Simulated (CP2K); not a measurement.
# Ge under changes of volume

One of the cells (22.833 Å³/atom); the others are scaled copies at fixed shape and fractional positions:

```
CELL_PARAMETERS angstrom
3.99759 0.00000 0.00000
-1.99879 3.46201 0.00000
0.00000 0.00000 6.59938
ATOMIC_POSITIONS crystal
Ge 0.33333 0.66667 0.93710
Ge 0.66667 0.33333 0.43710
Ge 0.33333 0.66667 0.56290
Ge 0.66667 0.33333 0.06290
```

This isn't the form of Ge at room conditions, which is diamond.

| Item | Value |
| --- | --- |
| Program | CP2K 2026.2 |
| Functional | PBEsol |
| Potentials or basis | POTENTIAL_UZH Ge GTH-PBE-q4; TZVP-MOLOPT-PBE-GTH basis |
| Density cutoff | 6123 eV |
| k mesh | 8 × 8 × 4 |
| Occupations | fermi-dirac, width 0.05 eV |
| Spin | no spin polarisation |

```csv
volume (Å³/atom),energy over the lowest point (meV/atom),pressure (GPa),gap on the mesh (eV),largest force (eV/Å)
21.463,51.13,7.9,1.69,0.045
21.920,?,?,?,?
22.377,16.95,4.2,1.63,0.027
22.833,7.26,2.6,1.60,0.023
23.290,1.73,1.3,1.56,0.018
23.747,0.00,0.0,1.53,0.010
24.203,1.73,-1.2,1.49,0.001
```

What does the run at 21.920 Å³/atom give?

Energy over the lowest point 31.38 meV/atom; pressure 6.0 GPa; gap on the mesh 1.66 eV; largest force 0.036 eV/Å.

Worked out: A Birch-Murnaghan fit of order 3 (a polynomial in V^(-2/3)) to the other rows has its minimum at 23.74 Å³/atom with B0 = V·E''(V) = 62 GPa and B' = 4.5 at fixed shape and positions, which overstates the stiffness. It gives 31.42 meV/atom at 21.920 Å³/atom, against the run's 31.38, and -dE/dV = 6.0 GPa, against 6.0. A straight line through the other rows of the gap, of slope -1.66 eV per unit of ln V, gives 1.66 eV, against the run's 1.66.

Energies are extrapolated to zero smearing.

Caveats: the potentials were made for another functional, which shifts forces and pressure; the basis of atomic orbitals isn't converged, which shifts pressures, moduli and gaps.

A mesh can miss the band edges. Spin-orbit coupling on Ge is left out.
